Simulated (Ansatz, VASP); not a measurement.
Si: VASP beside Ansatz

File INCAR:

```
  PREC = Accurate
  ENCUT = 520
  EDIFF = 1E-7
  ISMEAR = 0
  SIGMA = 0.01
  LREAL = False
  LASPH = True
  NELM = 60
  ALGO = Normal
  ISIF = 2
  LWAVE = False
  LCHARG = False
  GGA = PS
  NBANDS = 11
```

Contents of KPOINTS:

```
Automatic mesh
0
Gamma
  8 8 8
```

POSCAR

```
Si
1.0
    0.0000000000      2.7167280764      2.7167280764
    2.7167280764      0.0000000000      2.7167280764
    2.7167280764      2.7167280764      0.0000000000
Si
2
Direct
    0.2500000000      0.2500000000      0.2500000000
    0.0000000000      0.0000000000      0.0000000000
```

Input for Ansatz:

```yaml
crystal:
  lattice:
    - [0.0, 2.71672807639, 2.71672807639]
    - [2.71672807639, 0.0, 2.71672807639]
    - [2.71672807639, 2.71672807639, 0.0]
  atoms:
    - { symbol: Si, position: [0.25, 0.25, 0.25] }
    - { symbol: Si, position: [0.0, 0.0, 0.0] }
kpoints:
  mp_grid: { grid: [8, 8, 8] }
scf:
  occupations: { method: fixed }
  convergence: { dr2_threshold: 1.0e-10 }
hamiltonian:
  xc: pbesol
  pseudopotentials: { kind: all_electron, lapw: { basis_error: 0.0005 } }
output:
  forces: true
  stress: true
  eigenstates:
    kpoints:
      - [0.0, 0.0, 0.0]
      - [0.0, 0.422377749, 0.422377749]
      - [0.422377749, 0.0, 0.422377749]
      - [0.422377749, 0.422377749, 0.0]
      - [-0.5, 0.0, -0.5]
      - [0.0, -0.5, -0.5]
      - [-0.5, -0.5, 0.0]
      - [-0.5, 0.0, 0.0]
      - [0.0, -0.5, 0.0]
      - [0.0, 0.0, -0.5]
      - [-0.5, -0.5, -0.5]
  eigenvalues: true
```

Change from the starting cell: unstrained.

Alike in both runs: task single point; functional PBEsol; k mesh 8 × 8 × 8; no spin polarisation.

|  | VASP | Ansatz |
| --- | --- | --- |
| version | VASP 6.6.1 | Ansatz 0.2.0 |
| potentials or method | VASP PAW PBE potentials, release 64 (Si) | all-electron LAPW, scalar-relativistic |
| plane-wave cutoff (eV) | 520 | see its input |
| occupations | gaussian, width 0.01 eV | fixed |

|  | VASP | Ansatz | Ansatz less VASP |
| --- | --- | --- | --- |
| gap on the k mesh at the Fermi level (eV) | 0.51 | 0.51 | +0.008 |
| pressure (GPa) | 0.1 | 0.0 | -0.16 |

Ansatz ran all-electron here, so the differences hold the error of VASP's frozen core and of both bases.

Caveats: the PAW data sets were made with another functional, which shifts forces and pressure a little (VASP). A k mesh can miss the band edges.
